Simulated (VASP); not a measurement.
Consider the following.

```
CELL_PARAMETERS angstrom
     -0.02933     2.93332     2.93332
      2.93332    -0.02933     2.93332
      2.90399     2.90399     0.00000
ATOMIC_POSITIONS crystal
  Sr 0.00000 0.00000 0.00000
  F  0.25000 0.25000 0.25000
  F  0.75000 0.75000 0.75000
```

Level of theory: PBE GGA, VASP's PBE PAW potentials (set 64) (plane waves; VASP). Run with 600 eV cut-off, 6×6×6 Γ-centred mesh, Gaussian smearing of 0.050 eV, potentials Sr_sv F.

### Question
Estimate the energy per atom (σ→0).

### Answer

```json
{
 "energy per atom (σ→0)": "-549.1 kJ/mol of atoms"
}
```

Total energies compare only between runs with the same potentials, cut-off and functional.

The compound is SrF2 in the fluorite structure. This cell was strained or had an atom moved on purpose.
